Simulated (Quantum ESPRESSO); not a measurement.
Runs of Quantum ESPRESSO 7.5 on NbAs. Symmetry: I4_1md, No. 109, tetragonal system. The conventional cell has a = 3.452 Å, b = 3.452 Å, c = 11.680 Å, α = 90.00°, β = 90.00°, γ = 90.00°. Nb (site symmetry 2mm) has 6 As at 2.60 to 2.63 Å as nearest neighbours. As (site symmetry 2mm) has 6 Nb at 2.60 to 2.63 Å as nearest neighbours. 

```csv
task,level,potentials or basis,U,k mesh,cutoff (eV),smearing,mixing beta,SCF threshold,start of the occupations,hubbard projectors,q mesh,mesh quality,gap on the mesh (eV),pressure (GPa),V0 of scaled cells (Å³/atom),B0 (GPa),largest force (eV/Å)
equation of state,PBEsol,GBRV 1.5 PBEsol,-,11 × 11 × 11,612,fermi-dirac 0.05 eV,0.5,8e-10 Ry,-,-,-,not flagged,-,-,(c),179,-
Hubbard U by linear response,PBEsol+U,GBRV 1.5 PBEsol,Nb d U = 6 eV,8 × 8 × 8,612,cold 0.272 eV,0.3,8e-10 Ry,default,ortho-atomic,1 × 1 × 1,coarse,none,2.1,-,-,0.14
band structure,LDA,GBRV 1.5 LDA,-,11 × 11 × 11,612,fermi-dirac 0.05 eV,0.5,8e-10 Ry,-,-,-,not flagged,none,-5.0,-,-,0.28
band structure,rev-vdW-DF2,PseudoDojo 0.4.1 SR PBE standard,-,9 × 9 × 9,1143,fermi-dirac 0.05 eV,0.5,8e-10 Ry,-,-,-,not flagged,none,(a),-,-,0.29
equation of state,LDA,GBRV 1.5 LDA,-,11 × 11 × 11,612,fermi-dirac 0.05 eV,0.5,8e-10 Ry,-,-,-,not flagged,-,-,16.93,187,-
band structure,PBEsol,GBRV 1.5 PBEsol,-,11 × 11 × 11,612,fermi-dirac 0.05 eV,0.5,8e-10 Ry,-,-,-,not flagged,none,-1.9,-,-,0.29
band structure,r2SCAN,SG15 PBE 1.2,-,6 × 6 × 6,952,fermi-dirac 0.05 eV,0.5,1e-08 Ry,-,-,-,coarse,none,(b),-,-,0.28
equation of state,PBE,SSSP 1.3 efficiency PBE,-,11 × 11 × 11,748,fermi-dirac 0.05 eV,0.5,8e-10 Ry,-,-,-,not flagged,-,-,(d),164,-
```

Alike in all rows: no spin polarisation; cell as given.

Question: Fill in the values left out.

Answer: (a) 0.9; (b) 2.4; (c) 17.22; (d) 17.79.

Caveats: some runs use coarse meshes; the cell was scaled at fixed shape and fractional positions, which overstates the stiffness of a crystal with free parameters, most of all of layers and chains (some runs); some levels on the path didn't converge (some runs); the potentials were made for another functional, which shifts forces and pressure (some runs); the computed U isn't converged in cell size (some runs); U without spin polarisation on a metal has little footing (some runs); the U is typed as a test and isn't derived for this compound (some runs).

A k mesh can miss the band edges, and the runs leave out spin-orbit coupling on As, Nb.

A gap of «none» marks a metal or a gap under the smearing width.

Not every run made on this cell is shown here.
